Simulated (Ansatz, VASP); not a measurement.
**LiF: VASP beside Ansatz**

POSCAR

```
LiF
1.0
    3.0810126435      0.0000000000      0.0000000000
   -1.5405063218      2.6682352187      0.0000000000
    0.0000000000      0.0000000000      4.9987692524
Li F
2 2
Direct
    0.3333333333      0.6666666667     -0.0022225263
    0.6666666667      0.3333333333      0.4977774737
    0.3333333333      0.6666666667      0.3772225263
    0.6666666667      0.3333333333      0.8772225263
```

File INCAR.step1:

```
SYSTEM = LiF
PREC = Accurate
ENCUT = 520
ISMEAR = 0
SIGMA = 0.01
LREAL = .False.
LASPH = .True.
NELM = 100
NBANDS = 18
GGA = PE
ALGO = Normal
EDIFF = 1E-4
LWAVE = .True.
LCHARG = .False.
```

INCAR.step2

```
SYSTEM = LiF
PREC = Accurate
ENCUT = 520
EDIFF = 1E-6
ISMEAR = 0
SIGMA = 0.01
LREAL = .False.
LASPH = .True.
NELM = 100
ALGO = Normal
ISIF = 2
LWAVE = .False.
LCHARG = .False.
METAGGA = R2SCAN
LMIXTAU = .True.
NBANDS = 18
ISTART = 1
```

File KPOINTS:

```
regular mesh
0
Gamma
  12 12 6
  0 0 0
```

Input for Ansatz:

```yaml
crystal:
  lattice:
    - [3.0810126435, 0.0, 0.0]
    - [-1.5405063218, 2.6682352187, 0.0]
    - [0.0, 0.0, 4.9987692524]
  atoms:
    - { symbol: Li, position: [0.3333333333, 0.6666666667, -0.0022225263] }
    - { symbol: Li, position: [0.6666666667, 0.3333333333, 0.4977774737] }
    - { symbol: F, position: [0.3333333333, 0.6666666667, 0.3772225263] }
    - { symbol: F, position: [0.6666666667, 0.3333333333, 0.8772225263] }
kpoints:
  mp_grid: { grid: [12, 12, 6] }
  band_path:
    path:
      - [0.0, 0.0, 0.0]
      - [0.5, 0.0, 0.0]
      - [0.3333333333, 0.3333333333, 0.0]
      - [0.0, 0.0, 0.5]
      - [0.5, 0.0, 0.5]
      - [0.3333333333, 0.3333333333, 0.5]
    npoints: 1
hamiltonian:
  xc: r2scan
scf:
  occupations: { method: fixed }
  n_extra_bands: 5
output:
  forces: true
  stress: true
  eigenvalues: true
```

Change from the starting cell: uniaxial_z strain +4.5%.

Alike in both runs: task single point; functional r2SCAN; k mesh 12 × 12 × 6; no spin polarisation.

|  | VASP | Ansatz |
| --- | --- | --- |
| version | VASP 6.6.1 | Ansatz 0.2.0 |
| potentials or method | VASP PAW PBE potentials, release 64 (Li_sv, F) | plane waves, PAW |
| plane-wave cutoff (eV) | 520 | 500 |
| occupations | gaussian, width 0.01 eV | fixed |
| valence electrons in the cell | 20 | 20 |

Ansatz gave:

```
gap on the k mesh at the Fermi level (eV) : 8.44
rms of the force components (eV/Å)        : 0.000
```

Task: What did VASP give for the same quantities?

Result: gap on the k mesh at the Fermi level (eV): 8.54; rms of the force components (eV/Å): 0.003.

Atom by atom the forces differ by 0.003 eV/Å (rms over components).

Caveats: the PAW data sets were made with another functional, which shifts forces and pressure a little (VASP). A k mesh can miss the band edges.
